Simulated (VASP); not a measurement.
# C (Fd-3m) in VASP: settings compared

Aim: see how the results for C move with the level of theory and the settings. Levels: PBE, r2SCAN, HSE06. Tasks: single point.

All numbers are computed with VASP 6.6.1; they aren't measurements. Logs are shortened: lines on timing, memory, paths and dates and some standing lists are left out, and cuts for length are marked.

### Step 1. Starting point

Symmetry: Fd-3m, No. 227, cubic system. The conventional cell has a = 3.567 Å, b = 3.567 Å, c = 3.567 Å, α = 90.00°, β = 90.00°, γ = 90.00°. C (site symmetry -43m) has 4 C at 1.54 Å as nearest neighbours.

This isn't the form of C at room conditions, which is graphite.

### Step 2. Single point, PBE

File INCAR:

```
PREC = Accurate
ENCUT = 520
EDIFF = 1E-6
ISMEAR = -1
SIGMA = 0.02
LREAL = False
LASPH = True
NELM = 60
ALGO = Normal
ISIF = 2
LWAVE = False
LCHARG = False
GGA = PE
KPAR = 4
```

File KPOINTS:

```
regular mesh
0
Gamma
  11 11 11
```

File POSCAR:

```
C
1.0
    0.0000000000      1.7833700000      1.7833700000
    1.7833700000      0.0000000000      1.7833700000
    1.7833700000      1.7833700000      0.0000000000
C
2
Direct
    0.0000000000      0.0000000000      0.0000000000
    0.2500000000      0.2500000000      0.2500000000
```

Potentials or basis: VASP PAW PBE potentials, release 64 (C).

Command:

```sh
$ cat potpaw_PBE.64/C/POTCAR > POTCAR
$ mpirun -np 4 vasp_std > vasp.out
```

OUTCAR:

```text
PREC = Accurate
   ENCUT = 520
   EDIFF = 1E-6
   ISMEAR = -1
   LREAL = False
   LASPH = True
   NELM = 60
   ISIF = 2
   GGA = PE

 ion  position               nearest neighbor table
   1  0.000  0.000  0.000-   2 1.54   2 1.54   2 1.54   2 1.54
   2  0.250  0.250  0.250-   1 1.54   1 1.54   1 1.54   1 1.54

  LATTYP: Found a face centered cubic cell.
 ALAT       =     3.5667400000

  Lattice vectors:

 A1 = (   0.0000000000,   1.7833700000,   1.7833700000)
 A2 = (   1.7833700000,   0.0000000000,   1.7833700000)
 A3 = (   1.7833700000,   1.7833700000,   0.0000000000)

Analysis of symmetry for initial positions (statically):
=====================================================================
 Subroutine PRICEL returns:
 Original cell was already a primitive cell.

 Routine SETGRP: Setting up the symmetry group for a
 face centered cubic supercell.

 Subroutine GETGRP returns: Found 48 space group operations
 (whereof 24 operations were pure point group operations)
 out of a pool of 48 trial point group operations.

The static configuration has the point symmetry T_d .
 The point group associated with its full space group is O_h .

Analysis of symmetry for dynamics (positions and initial velocities):
=====================================================================
 Subroutine PRICEL returns:
 Original cell was already a primitive cell.

 Routine SETGRP: Setting up the symmetry group for a
 face centered cubic supercell.

 Subroutine GETGRP returns: Found 48 space group operations
 (whereof 24 operations were pure point group operations)
 out of a pool of 48 trial point group operations.

The dynamic configuration has the point symmetry T_d .
 The point group associated with its full space group is O_h .

 Subroutine INISYM returns: Found 48 space group operations
 (whereof 24 operations are pure point group operations),
 and found     1 'primitive' translations

----------------------------------------------------------------------------------------

                                     Primitive cell

  volume of cell :      11.3437

  direct lattice vectors                    reciprocal lattice vectors
     0.000000000  1.783370000  1.783370000    -0.280368067  0.280368067  0.280368067
     1.783370000  0.000000000  1.783370000     0.280368067 -0.280368067  0.280368067
     1.783370000  1.783370000  0.000000000     0.280368067  0.280368067 -0.280368067

  length of vectors
     2.522066041  2.522066041  2.522066041     0.485611737  0.485611737  0.485611737

  position of ions in fractional coordinates (direct lattice)
     0.000000000  0.000000000  0.000000000
     0.250000000  0.250000000  0.250000000

  ion indices of the primitive-cell ions
   primitive index   ion index
                 1           1
                 2           2

----------------------------------------------------------------------------------------

 KPOINTS: regular mesh

Automatic generation of k-mesh.
 Grid dimensions read from file:
 generate k-points for:   11   11   11

 Generating k-lattice:

  Cartesian coordinates                     Fractional coordinates (reciprocal lattice)
    -0.025488006  0.025488006  0.025488006     0.090909091  0.000000000  0.000000000
     0.025488006 -0.025488006  0.025488006     0.000000000  0.090909091  0.000000000
     0.025488006  0.025488006 -0.025488006     0.000000000  0.000000000  0.090909091

  Length of vectors
     0.044146522  0.044146522  0.044146522

  Shift w.r.t. Gamma in fractional coordinates (k-lattice)
     0.000000000  0.000000000  0.000000000

 Subroutine IBZKPT returns following result:
 ===========================================

 Found     56 irreducible k-points:

 Following reciprocal coordinates:
            Coordinates               Weight
  0.000000  0.000000  0.000000      1.000000
  0.090909  0.000000  0.000000      8.000000
  0.181818  0.000000  0.000000      8.000000
  0.272727  0.000000  0.000000      8.000000
  0.363636  0.000000  0.000000      8.000000
  0.454545  0.000000  0.000000      8.000000
[... 16 lines left out ...]
 -0.272727  0.181818  0.000000     24.000000
 -0.181818  0.181818  0.000000     12.000000
 [... further k-points ...]
   k-points           NKPTS =     56   k-points in BZ     NKDIM =     56   number of bands    NBANDS=      8
   number of dos      NEDOS =    301   number of ions     NIONS =      2
   total plane-waves  NPLWV =   8000
   dimension x,y,z NGX =    20 NGY =   20 NGZ =   20
   dimension x,y,z NGXF=    40 NGYF=   40 NGZF=   40
   ions per type =               2
   NGX,Y,Z   is equivalent  to a cutoff of  13.18, 13.18, 13.18 a.u.
   NGXF,Y,Z  is equivalent  to a cutoff of  26.37, 26.37, 26.37 a.u.
 SYSTEM =  unknown system
   PREC   = accura    normal or accurate (medium, high low for compatibility)
   ISTART =      0    job   : 0-new  1-cont  2-samecut
   ICHARG =      2    charge: 1-file 2-atom 10-const
   ISPIN  =      1    spin polarized calculation?
   LNONCOLLINEAR =      F non collinear calculations
   LSORBIT =      F    spin-orbit coupling
   LASPH  =      T    aspherical Exc in radial PAW
   ENCUT  =  520.0 eV  38.22 Ry    6.18 a.u.   4.69  4.69  4.69*2*pi/ulx,y,z
   NELM   =     60;   NELMIN=  2; NELMDL= -5     # of ELM steps
   EDIFF  = 0.1E-05   stopping-criterion for ELM
   LREAL  =      F    real-space projection
   EDIFFG = 0.1E-04   stopping-criterion for IOM
   NSW    =      0    number of steps for IOM
   IBRION =     -1    ionic relax: 0-MD 1-quasi-New 2-CG
   NFREE  =      0    steps in history (QN), initial steepest desc. (CG)
   ISIF   =      2    stress and relaxation
   ISYM   =      2    0-nonsym 1-usesym 2-fastsym
   POTIM  = 0.5000    time-step for ionic-motion
   TEBEG  =    0.0;   TEEND  =   0.0 temperature during run
   PSTRESS=    0.0 pullay stress
   NELECT =       8.0000    total number of electrons
   NUPDOWN=      -1.0000    fix difference up-down
   EMIN   =  10.00;   EMAX   =-10.00  energy-range for DOS
   EFERMI =   0.00;   METHOD = LEGACY
   ISMEAR =    -1;   SIGMA  =   0.02  broadening in eV -4-tet -1-fermi 0-gaus
   EFERMI_NEDOS =   21; number of points for ismear=-14 and -15
   IALGO  =     38    algorithm
   IMIX   =      4    mixing-type and parameters
     AMIX     =   0.40;   BMIX     =  1.00
     AMIX_MAG =   1.60;   BMIX_MAG =  1.00
  volume/ion in A,a.u.               =       5.67        38.28
  Fermi-wavevector in a.u.,A,eV,Ry     =   1.457203  2.753714 28.891161  2.123440
  Thomas-Fermi vector in A             =   2.574032
   LORBIT       =      0    0 simple, 1 ext, 2 COOP (PROOUT), +10 PAW based schemes
   GGA     = PE    functional components
   LHFCALC =     F    Hartree Fock is set to
   AEXX    =    0.0000 exact exchange contribution
   IVDW    =     0    specifies the selected vdW correction
   LEPSILON=     F    determine dielectric tensor
   LRPA    =     F    only Hartree local field effects (RPA)
 non-spin polarized calculation
  energy-cutoff  :      520.00
  volume of cell :       11.34
 maximum number of plane-waves:       316
   NGX =  9   NGY =  9   NGZ =  9

 number of electron       7.9999999 magnetization

 Free energy of the ion-electron system (eV)
  ---------------------------------------------------
  ext. energy  EPLUGINS =         0.00000000
  ---------------------------------------------------
  free energy    TOTEN  =       -18.18523198 eV

  energy without entropy =      -18.18523198  energy(sigma->0) =      -18.18523198

 E-fermi :  10.0936     XC(G=0): -13.2509

 val. band max:        9.7301056249   @ k =   0.0000   0.0000   0.0000
 cond. band min:      13.8583387098   @ k =   0.3636   0.3636   0.0000
 fundamental gap:      4.1282330850
 Fermi energy:        10.0935934440

 k-point     1 :       0.0000    0.0000    0.0000
  band No.  band energies     occupation
      1     -11.7473      2.00000
      2       9.7301      2.00000
      3       9.7301      2.00000
      4       9.7301      2.00000
      5      15.3200      0.00000
      6      15.3200      0.00000
      7      15.3200      0.00000
      8      23.0620      0.00000

 k-point     2 :       0.0909    0.0000    0.0000
  band No.  band energies     occupation
      1     -11.5184      2.00000
      2       8.3048      2.00000
      3       9.3528      2.00000
      4       9.3528      2.00000
      5      15.8150      0.00000
      6      15.8150      0.00000
      7      16.1384      0.00000
      8      23.2584      0.00000

 k-point     3 :       0.1818    0.0000    0.0000
  band No.  band energies     occupation
      1     -10.8352      2.00000
      2       5.4662      2.00000
      3       8.5700      2.00000
      4       8.5700      2.00000
      5      16.8360      0.00000
      6      16.8360      0.00000
      7      17.2897      0.00000
      8      23.8145      0.00000

 k-point     4 :       0.2727    0.0000    0.0000
  band No.  band energies     occupation
      1      -9.7103      2.00000
      2       2.3661      2.00000
      3       7.8092      2.00000
      4       7.8092      2.00000
      5      17.6928      0.00000
      6      17.6928      0.00000
      7      18.0185      0.00000
      8      24.5516      0.00000

 k-point     5 :       0.3636    0.0000    0.0000
  band No.  band energies     occupation
      1      -8.1805      2.00000
      2      -0.5954      2.00000
      3       7.2536      2.00000
      4       7.2536      2.00000
      5      18.0927      0.00000
      6      18.0927      0.00000
      7      18.3974      0.00000
      8      25.1451      0.00000

 k-point     6 :       0.4545    0.0000    0.0000
  band No.  band energies     occupation
      1      -6.4401      2.00000
      2      -3.0796      2.00000
      3       6.9664      2.00000
      4       6.9664      2.00000
      5      18.1842      0.00000
      6      18.1842      0.00000
      7      18.5589      0.00000
      8      25.4012      0.00000

 k-point     7 :       0.0909    0.0909    0.0000
  band No.  band energies     occupation
      1     -11.4421      2.00000
      2       8.6783      2.00000
      3       8.6783      2.00000
      4       9.0038      2.00000
      5      15.0895      0.00000
      6      16.6337      0.00000
      7      16.6337      0.00000
      8      23.1830      0.00000
[... 133 lines left out ...]
 k-point    20 :       0.4545    0.1818    0.0000
  band No.  band energies     occupation
      1      -6.8328      2.00000
      2      -0.8983      2.00000
      3       4.8134      2.00000
      4       5.5104      2.00000
      5      16.4116      0.00000
      6      20.9988      0.00000
      7      21.2802      0.00000
      8      22.5961      0.00000

 k-point    21 :      -0.4545    0.1818    0.0000
  band No.  band energies     occupation
      1      -5.3129      2.00000
      2      -2.8531      2.00000
      3       4.0967      2.00000
      4       5.7708      2.00000
      5      16.8685      0.00000
      6      20.5546      0.00000
      7      21.3332      0.00000
      8      24.5110      0.00000

 k-point    22 :      -0.3636    0.1818    0.0000
  band No.  band energies     occupation
      1      -6.2617      2.00000
      2      -1.6592      2.00000
      3       3.6988      2.00000
      4       6.3598      2.00000
      5      17.4332      0.00000
      6      19.8674      0.00000
      7      21.2276      0.00000
      8      24.9996      0.00000

 k-point    23 :      -0.2727    0.1818    0.0000
  band No.  band energies     occupation
      1      -7.9544      2.00000
      2       0.9235      2.00000
      3       3.6874      2.00000
      4       7.1919      2.00000
      5      18.0501      0.00000
      6      18.9108      0.00000
      7      20.7961      0.00000
      8      23.8597      0.00000

 k-point    24 :      -0.1818    0.1818    0.0000
  band No.  band energies     occupation
      1      -9.3378      2.00000
      2       3.4400      2.00000
      3       4.3694      2.00000
      4       8.0879      2.00000
      5      17.7317      0.00000
      6      18.3822      0.00000
      7      19.5902      0.00000
      8      23.4016      0.00000

 [... further k-points ...]
[... 5 lines left out ...]
  --------------------------------------------------------------------------------------
  -------------------------------------------------------------------------------------
  Total        0.1741581      0.1741581      0.1741581     -0.0000000      0.0000000     -0.0000000
  in kB       24.5980086     24.5980086     24.5980086     -0.0000000      0.0000000     -0.0000000
  external PRESSURE =      24.5980086 kB  Pullay stress =       0.0000000 kB

 VOLUME and BASIS-vectors are now :
 -----------------------------------------------------------------------------
  energy-cutoff  :      520.00
  volume of cell :       11.34
      direct lattice vectors                 reciprocal lattice vectors
     0.000000000  1.783370000  1.783370000    -0.280368067  0.280368067  0.280368067
     1.783370000  0.000000000  1.783370000     0.280368067 -0.280368067  0.280368067
     1.783370000  1.783370000  0.000000000     0.280368067  0.280368067 -0.280368067

 POSITION                                       TOTAL-FORCE (eV/Angst)
 -----------------------------------------------------------------------------------
      0.00000      0.00000      0.00000         0.000000     -0.000000     -0.000000
      0.89168      0.89168      0.89168        -0.000000      0.000000      0.000000
 -----------------------------------------------------------------------------------
    total drift:                                0.000000      0.000000      0.000000

  FREE ENERGIE OF THE ION-ELECTRON SYSTEM (eV)
  ---------------------------------------------------
  free  energy   TOTEN  =       -18.1852319782 eV

  energy  without entropy=      -18.1852319782  energy(sigma->0) =      -18.18523198
```

Wall time 1.6 s (4 MPI ranks of Intel Xeon Platinum 8375C at 2.90GHz (Ice Lake), shared host); peak memory 0.11 GiB.

Results:

| Property | Result |
| --- | --- |
| Free energy | -18.1852 eV |
| Pressure | 2.5 GPa |
| Band gap on the k mesh | 4.13 eV, indirect (least direct gap 5.59 eV) |

Caveat: an odd mesh through Γ misses points on the zone boundary, where band edges often lie.

### Step 3. Single point, r2SCAN

INCAR: that of step 2 with these lines changed.

```diff
@@ -12,3 +12,4 @@
 LCHARG = False
-GGA = PE
+METAGGA = R2SCAN
+LMIXTAU = True
 KPAR = 4
```

KPOINTS is that of step 2.

POSCAR is that of step 2.

Potentials or basis: VASP PAW PBE potentials, release 64 (C).

Command:

```sh
$ cat potpaw_PBE.64/C/POTCAR > POTCAR
$ mpirun -np 4 vasp_std > vasp.out
```

It took 6.5 s on 4 MPI ranks of Intel Xeon Platinum 8375C at 2.90GHz (Ice Lake), shared host; peak memory 0.12 GiB.

Results (log left out):

```yaml
Free_energy: -19.6573 eV
Pressure: -1.3 GPa
Band_gap_on_the_k_mesh: 4.32 eV, indirect (least direct gap 5.84 eV)
```

Levels at points of the mesh, in eV from the valence-band top:
```csv
k point,band 1,band 2,band 3,band 4,band 5,band 6,band 7,band 8
"(0.00, 0.00, 0.00)",-22.70,0.00,0.00,0.00,5.84,5.84,5.84,13.82
```

Caveat: the PAW data sets were made with another functional, which shifts forces and pressure a little; an odd mesh through Γ misses points on the zone boundary, where band edges often lie.

### Step 4. Single point, HSE06

POSCAR is that of step 3.

File INCAR.step1:

```
PREC = Accurate
ENCUT = 520
EDIFF = 1E-5
ISMEAR = -1
SIGMA = 0.02
LREAL = False
LASPH = True
NELM = 60
ALGO = Normal
ISIF = 2
LWAVE = True
LCHARG = False
GGA = PE
KPAR = 4
```

File INCAR.step2:

```
PREC = Accurate
ENCUT = 520
EDIFF = 1E-6
ISMEAR = -1
SIGMA = 0.02
LREAL = False
LASPH = True
NELM = 60
ALGO = Normal
ISIF = 2
LWAVE = False
LCHARG = False
GGA = PE
LHFCALC = True
HFSCREEN = 0.2
PRECFOCK = Fast
ISTART = 1
KPAR = 4
```

File KPOINTS:

```
regular mesh
0
Gamma
  8 8 8
```

Command:

```sh
$ cat potpaw_PBE.64/C/POTCAR > POTCAR
$ cp INCAR.step1 INCAR
$ mpirun -np 4 vasp_std > vasp.out
$ cp INCAR.step2 INCAR
$ mpirun -np 4 vasp_std > vasp.out
```

Run time: 54 s. Hardware: 4 MPI ranks of Intel Xeon Platinum 8375C at 2.90GHz (Ice Lake), shared host; peak memory 0.2 GiB.

Results (log left out):

```yaml
Free_energy: -21.0875 eV
Pressure: -7.4 GPa
Band_gap_on_the_k_mesh: 5.30 eV, indirect (least direct gap 6.99 eV)
```

Levels at points of the mesh, in eV from the valence-band top:
| k point | band 2 | band 3 | band 4 | band 5 | band 6 | band 7 |
| --- | --- | --- | --- | --- | --- | --- |
| (0.00, 0.00, 0.00) | 0.00 | 0.00 | 0.00 | 6.99 | 6.99 | 6.99 |
| (0.50, 0.00, 0.00) | -14.62 | -3.07 | -3.07 | 10.04 | 10.04 | 10.36 |
| (0.50, 0.50, 0.00) | -14.08 | -6.87 | -6.87 | 5.93 | 5.93 | 19.24 |

Caveat: the PAW data sets were made with another functional, which shifts forces and pressure a little.

### Step 5. Overview

```csv
level,k mesh,grid for exact exchange (PRECFOCK),screening parameter,gap on the mesh (eV),pressure (GPa)
PBE,11 × 11 × 11,-,-,4.13,2.5
r2SCAN,11 × 11 × 11,-,-,4.32,-1.3
HSE06,8 × 8 × 8,Fast,0.2 1/A,5.30,-7.4
```

Alike in all rows: task single point; potentials or basis VASP PAW PBE potentials, release 64 (C); no spin polarisation; cell as given; cutoff (eV) 520; smearing fermi-dirac 0.02 eV.

On the cell as given the gap runs from 4.13 eV (PBE) to 5.30 eV (HSE06); the meshes differ, which moves gaps too. The pressure there spans -7.4 GPa (HSE06) to 2.5 GPa (PBE); a positive pressure means that this level wants a larger cell, a negative one a smaller.

Caveats: an odd mesh through Γ misses points on the zone boundary, where band edges often lie (some runs); the PAW data sets were made with another functional, which shifts forces and pressure a little (some runs).

Total energies depend on the potentials used, so only differences within one code and one set of settings carry meaning.
